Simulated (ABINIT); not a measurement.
# SiMo3 (P1) in ABINIT: single point with PBEsol

Aim: the single point of SiMo3 with PBEsol.

All numbers are computed with ABINIT 10.8.3 (patched build); they aren't measurements. Logs are shortened: lines on timing, memory, paths and dates and some standing lists are left out, and cuts for length are marked. The log counts tension as positive stress, the text compression.

### 1 The cell of the first run

The typed cell holds 8 atoms: a = 4.889 Å, b = 4.889 Å, c = 4.889 Å, α = 90.00°, β = 90.00°, γ = 90.00°.

### 2 Single point, PBEsol (atoms moved at random, drawn with an rms of 0.05 Å)

Contents of run.abi:

```
# Pseudopotentials
pp_dirpath "./"
pseudos "Mo.upf, Si.upf"

# Structure
acell 3*1.0
rprim
     9.2388710233     0.0000000000     0.0000000000
     0.0000000000     9.2388710233     0.0000000000
     0.0000000000     0.0000000000     9.2388710233
ntypat 2
znucl 42 14
natom 8
typat 1 1 1 1 1 1 2 2
xred
     0.0035050000     0.5016130000     0.2493950000
    -0.0050820000     0.5168370000     0.7483590000
     0.5055940000     0.2588790000    -0.0015760000
     0.7492590000    -0.0055910000     0.5037590000
     0.5013880000     0.7508000000    -0.0028410000
     0.2526660000     0.0022120000     0.5067880000
     0.5123470000     0.4895400000     0.4979660000
     0.0082100000    -0.0055950000     0.0016970000
chkprim 0
chksymtnons 0
tolsym 1.0e-6

# Plane-wave basis
ecut 40.0

# k points
kptopt 1
ngkpt 6 6 6
nshiftk 1
shiftk 0.0 0.0 0.0

# Exchange and correlation
ixc -116133

# Bands and occupations
nband 56
occopt 3
tsmear 0.00183747

# SCF cycle
nstep 100
tolvrs 1.0e-10

# Output
iomode 3
prtwf 0
prteig 0
prtebands 0
enunit 2
prtvol 2
prtden 1
prtvha 1
prtvclmb 1
prtpot 1
prtelf 1
```

Potentials or basis: PseudoDojo NC SR PBEsol v0.4.1 standard.

Launch:

```bash
$ mpirun --bind-to none -np 4 abinit run.abi > log 2>&1
```

run.abo:

```text
.Version 10.8.3 of ABINIT
 Symmetries : space group P1 (#  1); Bravais aP (primitive triclinic)
================================================================================
 Values of the parameters that define the memory need of the present run
     intxc =       0    ionmov =       0      iscf =       7    lmnmax =       6
     lnmax =       6     mgfft =      54  mpssoang =       3    mqgrid =    3001
     natom =       8  nloc_mem =       1    nspden =       1   nspinor =       1
    nsppol =       1      nsym =       1    n1xccc =    2501    ntypat =       2
    occopt =       3   xclevel =       2
       mpw =        9576          nfft =      157464          nkpt =         112
================================================================================
================================================================================

--------------------------------------------------------------------------------
------------- Echo of variables that govern the present computation ------------
--------------------------------------------------------------------------------
 -outvars: echo values of preprocessed input variables --------
            acell      1.0000000000E+00  1.0000000000E+00  1.0000000000E+00 Bohr
              amu      9.59400000E+01  2.80855000E+01
          chkprim           0
      chksymtnons           0
             ecut      4.00000000E+01 Hartree
           enunit           2
              ixc     -116133
         kptrlatt        6    0    0      0    6    0      0    0    6
          kptrlen      5.54332261E+01
            natom           8
            nband          56
            ngfft          54      54      54
             nkpt         112
            nstep         100
             nsym           1
           ntypat           2
           occopt           3
        prtebands           0
           prteig           0
           prtelf           1
           prtpot           1
         prtvclmb           1
           prtvha           1
           prtvol           2
            prtwf           0
            rprim      9.2388710233E+00  0.0000000000E+00  0.0000000000E+00
                       0.0000000000E+00  9.2388710233E+00  0.0000000000E+00
                       0.0000000000E+00  0.0000000000E+00  9.2388710233E+00
          spgroup           1
           tolsym      1.00000000E-06
           tolvrs      1.00000000E-10
           tsmear      1.83747000E-03 Hartree
            typat      1  1  1  1  1  1  2  2
           xangst      1.7135944988E-02  2.4523859553E+00  1.2192921542E+00
                      -2.4845897983E-02  2.5268160913E+00  3.6587271485E+00
                       2.4718490643E+00  1.2656594301E+00 -7.7050639948E-03
                       3.6631272485E+00 -2.7334398981E-02  2.4628777493E+00
                       2.4512859303E+00  3.6706611975E+00 -1.3889648991E-02
                       1.2352840732E+00  1.0814467993E-02  2.4776865303E+00
                       2.5048644813E+00  2.3933610584E+00  2.4345557723E+00
                       4.0138689973E-02 -2.7353954981E-02  8.2966329944E-03
            xcart      3.2382242937E-02  4.6343378106E+00  2.3041282389E+00
                      -4.6951942540E-02  4.7749903831E+00  6.9139922801E+00
                       4.6711177562E+00  2.3917496916E+00 -1.4560460733E-02
                       6.9223072640E+00 -5.1654527891E-02  4.6541644278E+00
                       4.6322590646E+00  6.9365443643E+00 -2.6247632577E-02
                       2.3343485860E+00  2.0436382704E-02  4.6821489682E+00
                       4.7335078522E+00  4.5227969207E+00  4.6006436480E+00
                       7.5851131101E-02 -5.1691483375E-02  1.5678364127E-02
             xred      3.5050000000E-03  5.0161300000E-01  2.4939500000E-01
                      -5.0820000000E-03  5.1683700000E-01  7.4835900000E-01
                       5.0559400000E-01  2.5887900000E-01 -1.5760000000E-03
                       7.4925900000E-01 -5.5910000000E-03  5.0375900000E-01
                       5.0138800000E-01  7.5080000000E-01 -2.8410000000E-03
                       2.5266600000E-01  2.2120000000E-03  5.0678800000E-01
                       5.1234700000E-01  4.8954000000E-01  4.9796600000E-01
[... 2874 lines left out ...]
  -0.69771   -0.69717   -0.69628   -0.69569   -0.69492   -0.69430   -0.69391   -0.69354
   0.27124    0.27172    0.40907    0.40944    0.40986    0.41141    0.41220    0.41276
   0.46629    0.46829    0.47166    0.47303    0.47311    0.47544    0.51685    0.51804
   0.52181    0.52731    0.54104    0.54200    0.54327    0.54699    0.54740    0.54767
   0.62827    0.63104    0.63361    0.63488    0.63701    0.63955    0.66605    0.66789
      occupation numbers for kpt# 112
   2.00000    2.00000    2.00000    2.00000    2.00000    2.00000    2.00000    2.00000
   2.00000    2.00000    2.00000    2.00000    2.00000    2.00000    2.00000    2.00000
   2.00000    2.00000    2.00000    2.00000    2.00000    2.00000    2.00000    2.00000
   2.00000    2.00000    2.00000    2.00000    2.00000    2.00000    2.00000    2.00000
   2.00000    2.00000    2.00000    2.00000    2.00000    2.00000    2.00000    2.00000
   2.00000    2.00000    2.00000    2.00000    2.00000    2.00000    2.00000    2.00000
   0.00000    0.00000    0.00000    0.00000    0.00000    0.00000    0.00000    0.00000
 Fermi (or HOMO) energy (eV) =  15.98382   Average Vxc (eV)= -13.33594
 Eigenvalues (   eV  ) for nkpt= 112  k points:
 kpt#   1, nband= 56, wtk=  0.00463, kpt=  0.0000  0.0000  0.0000 (reduced coord)
 -45.20905  -45.09328  -45.08853  -44.76346  -44.76064  -44.75164  -20.46979  -20.46591
 -20.26141  -19.49200  -19.48297  -19.46608  -18.99728  -18.98493  -18.96550  -18.95795
 -18.93491  -18.93196  -18.81794  -18.81643  -18.81491  -18.06342  -18.05906  -18.04202
   5.44780    7.07007   10.59034   10.60324   10.60806   11.01887   11.04880   11.07291
  11.34741   11.36918   11.81489   12.94749   12.96123   12.97945   13.00701   13.79537
  13.80604   13.82789   14.39688   14.45949   17.18807   17.22021   17.28516   17.94616
  18.31584   18.34303   18.59543   18.64758   18.67584   18.70406   18.71426   18.76760
 kpt#   2, nband= 56, wtk=  0.00926, kpt=  0.1667  0.0000  0.0000 (reduced coord)
 -45.19638  -45.09466  -45.07674  -44.78726  -44.76155  -44.75180  -20.46133  -20.40538
 -20.19827  -19.48296  -19.46401  -19.44372  -19.04038  -19.02032  -18.97181  -18.96195
 -18.90246  -18.88543  -18.83232  -18.82786  -18.82219  -18.23156  -18.06341  -18.04241
   5.62692    7.00577   10.53720   10.69069   10.69782   10.92886   11.13079   11.16577
  11.25342   11.84315   12.03823   12.53875   12.77074   12.81853   13.06733   13.78832
  13.97379   13.99602   14.54174   14.56175   16.80693   17.02174   17.11647   17.92591
  18.04080   18.13155   18.35150   18.37301   18.52662   18.56562   18.68575   18.77983
 kpt#   3, nband= 56, wtk=  0.00926, kpt=  0.3333  0.0000  0.0000 (reduced coord)
[... 864 lines left out ...]
 -45.04477  -44.98653  -44.95383  -44.93317  -44.91141  -44.85653  -19.90005  -19.48119
 -19.42539  -19.37778  -19.35735  -19.34277  -19.25294  -19.12599  -19.09897  -19.02865
 -18.98248  -18.95483  -18.92203  -18.89323  -18.87970  -18.85520  -18.84591  -18.65889
   7.27743    7.29329   10.37076   10.81698   11.30648   11.37023   11.40708   11.76824
  12.48588   12.52692   12.56085   12.61674   13.21366   13.31308   13.69858   14.11892
  14.21090   14.40333   14.55539   14.67003   14.86970   14.98779   15.15625   15.22658
  16.69571   17.08937   17.23461   17.28251   17.54768   17.68124   17.87860   18.14964
 kpt# 112, nband= 56, wtk=  0.00463, kpt=  0.5000  0.5000  0.5000 (reduced coord)
 -44.97704  -44.96606  -44.95835  -44.94110  -44.93425  -44.91123  -19.48633  -19.42293
 -19.40884  -19.39409  -19.36623  -19.35863  -19.30773  -19.26041  -19.02162  -18.99745
 -18.98563  -18.97085  -18.94682  -18.93079  -18.90961  -18.89300  -18.88227  -18.87232
   7.38068    7.39391   11.13141   11.14131   11.15284   11.19492   11.21652   11.23184
  12.68843   12.74287   12.83441   12.87186   12.87397   12.93749   14.06423   14.09662
  14.19927   14.34875   14.72231   14.74862   14.78313   14.88434   14.89554   14.90294
  17.09603   17.17140   17.24152   17.27594   17.33385   17.40317   18.12401   18.17434
 Total charge density [el/Bohr^3]
)     Maximum=    9.4120E-01  at reduced coord.    0.7407    0.0741    0.4630
)Next maximum=    9.3918E-01  at reduced coord.    0.0000    0.4259    0.7593
)     Minimum=    1.6412E-03  at reduced coord.    0.0000    0.0000    0.0000
)Next minimum=    1.7082E-03  at reduced coord.    0.5185    0.4815    0.5000
   Integrated=    9.2000E+01

--- !EnergyTerms
iteration_state     : {dtset: 1, }
comment             : Components of total free energy in Hartree
kinetic             :  1.37332979324955E+02
hartree             :  6.71043595043545E+01
xc                  : -6.48901399960159E+01
Ewald energy        : -3.53655851710860E+02
psp_core            :  1.29995458848988E+01
local_psp           : -2.81574189160275E+02
non_local_psp       :  5.24607606444870E+01
internal            : -4.30222535508455E+02
'-kT*entropy'       : -1.15108479469298E-03
total_energy        : -4.30223686593250E+02
total_energy_eV     : -1.17069829080588E+04
band_energy         : -2.52417809490758E+01
...

 Cartesian components of stress tensor (hartree/bohr^3)
  sigma(1 1)=  1.20416446E-04  sigma(3 2)=  8.18300560E-06
  sigma(2 2)=  1.10138080E-04  sigma(3 1)=  2.99326466E-06
  sigma(3 3)=  1.26513944E-04  sigma(2 1)=  5.02677516E-06

-Cartesian components of stress tensor (GPa)         [Pressure= -3.5018E+00 GPa]
- sigma(1 1)=  3.54277416E+00  sigma(3 2)=  2.40752337E-01
- sigma(2 2)=  3.24037418E+00  sigma(3 1)=  8.80648868E-02
- sigma(3 3)=  3.72216873E+00  sigma(2 1)=  1.47892831E-01

== END DATASET(S) ==============================================================
================================================================================

 -outvars: echo values of variables after computation  --------
            acell      1.0000000000E+00  1.0000000000E+00  1.0000000000E+00 Bohr
           etotal     -4.3022368659E+02
            fcart      1.3599338623E-03 -1.1114860166E-03  5.5131176017E-05
                       1.3095445545E-02 -2.2256075343E-02  1.7974743534E-03
                      -3.2271025757E-03 -1.1973191860E-02  2.4802796177E-03
                       4.5325606133E-03  8.3674295743E-03 -4.9028238032E-03
                       1.4711848255E-03  8.2115695375E-03  5.6948932642E-03
                      -2.4203266057E-03 -7.2157608080E-04 -8.0180600998E-03
                      -1.0697365534E-02  8.1078694631E-03 -7.5115471986E-05
                      -4.1143301299E-03  1.1375460725E-02  2.9682209635E-03
            rprim      9.2388710233E+00  0.0000000000E+00  0.0000000000E+00
                       0.0000000000E+00  9.2388710233E+00  0.0000000000E+00
                       0.0000000000E+00  0.0000000000E+00  9.2388710233E+00
           strten      1.2041644616E-04  1.1013807981E-04  1.2651394370E-04
                       8.1830056043E-06  2.9932646637E-06  5.0267751579E-06
           xangst      1.7135944988E-02  2.4523859553E+00  1.2192921542E+00
                      -2.4845897983E-02  2.5268160913E+00  3.6587271485E+00
                       2.4718490643E+00  1.2656594301E+00 -7.7050639948E-03
                       3.6631272485E+00 -2.7334398981E-02  2.4628777493E+00
                       2.4512859303E+00  3.6706611975E+00 -1.3889648991E-02
                       1.2352840732E+00  1.0814467993E-02  2.4776865303E+00
                       2.5048644813E+00  2.3933610584E+00  2.4345557723E+00
                       4.0138689973E-02 -2.7353954981E-02  8.2966329944E-03
             xred      3.5050000000E-03  5.0161300000E-01  2.4939500000E-01
                      -5.0820000000E-03  5.1683700000E-01  7.4835900000E-01
                       5.0559400000E-01  2.5887900000E-01 -1.5760000000E-03
                       7.4925900000E-01 -5.5910000000E-03  5.0375900000E-01
                       5.0138800000E-01  7.5080000000E-01 -2.8410000000E-03
                       2.5266600000E-01  2.2120000000E-03  5.0678800000E-01
                       5.1234700000E-01  4.8954000000E-01  4.9796600000E-01
                       8.2100000000E-03 -5.5950000000E-03  1.6970000000E-03
 Calculation completed.
```

Run time: 11 min. Hardware: 4 MPI ranks of AMD EPYC 9R45 (Zen 5), shared host; peak memory 1.3 GiB.

Results:

```yaml
Free_energy: -11706.9829 eV
Pressure: -3.5 GPa
Largest_force: 1.331 eV/Å
Band_gap_on_the_k_mesh: none (metal or under the smearing width)
Valence_electrons_inside_the_program's_atomic_spheres: Mo 10.59, 10.58; Si 1.76, 1.75
```

Forces in eV/Å, atoms in the order of the input:
```
Mo   0.070 -0.057  0.003
Mo   0.673 -1.144  0.092
Mo  -0.166 -0.616  0.128
Mo   0.233  0.430 -0.252
Mo   0.076  0.422  0.293
Mo  -0.124 -0.037 -0.412
Si  -0.550  0.417 -0.004
Si  -0.212  0.585  0.153
```

Stress tensor (GPa, compression positive):
```
-3.54 -0.15 -0.09
-0.15 -3.24 -0.24
-0.09 -0.24 -3.72
```
